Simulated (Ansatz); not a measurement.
Input of an Ansatz 0.2.0 run:

The input input.yaml:

```yaml
crystal:
  lattice:
    - [4.5998373239, 0.0, 0.0]
    - [0.0, 4.5998373239, 0.0]
    - [0.0, 0.0, 2.95921356]
  atoms:
    - { symbol: Ti, position: [0.0, 0.0, 0.5] }
    - { symbol: Ti, position: [0.5, 0.5, 0.0] }
    - { symbol: O, position: [0.30432132, 0.30432132, 0.5] }
    - { symbol: O, position: [0.19567868, 0.80432132, 0.0] }
    - { symbol: O, position: [0.80432132, 0.19567868, 0.0] }
    - { symbol: O, position: [0.69567868, 0.69567868, 0.5] }
hamiltonian:
  xc: blyp
  pseudopotentials: { kind: paw }
  dispersion: d3bj
kpoints:
  mp_grid: { grid: [6, 6, 9] }
scf:
  occupations: { method: fermi_dirac, width: 0.05 }
output:
  forces: true
  stress: true
  write_density: true
  write_potential: true
  elf: true
  volumetric_format: npy
relax:
  f_tol: 0.01
  max_steps: 40
  cell: { stress_tol: 0.05 }
```

Potentials or basis: Ansatz PAW.

Launch:

```bash
$ ansatz run input.yaml --threads 2 --pin off --max-ram 5632MiB --backend cpu --events-out ev --progress --plain --runs-dir out
```

Q: What does it give for the space group after relaxing (to 0.05 Å)?

A: P4_2/mnm (No. 136).

Q: Estimate the relaxed cell.

A: a = 4.606 Å, b = 4.606 Å, c = 2.964 Å, α = 90.00°, β = 90.00°, γ = 90.00°.

Q: Predict the band gap on the k mesh.

A: 1.83 eV, direct.

Q: Estimate the relaxed volume.

A: 10.48 Å³/atom.

Step by step:
```
step  energy change (eV)  largest force (eV/Å)  volume (Å³)
   1              0.0000                0.0800        62.61
   2             -0.0001                0.0291        62.82
   3              0.0002                0.0148        62.90
   4              0.0000                0.0015        62.88
   5             -0.0015                0.0015        62.88
   6             -0.0015                0.0002        62.89
   7             -0.0016                0.0002        62.89
```

Caveat: odd divisions of the mesh miss points on the zone boundary, where band edges often lie, so the gap on the mesh can be too wide; the plane-wave basis is chosen anew once the cell has moved, so the energies of steps on either side of that aren't comparable; the pressure holds a Pulay correction of +0.9 GPa for the finite cutoff; the PAW data sets come from PBE, with cores solved anew for the run's functional, which leaves a small shift of forces and pressure. Expect the measured gap to be larger: semilocal functionals such as BLYP lack the derivative discontinuity.
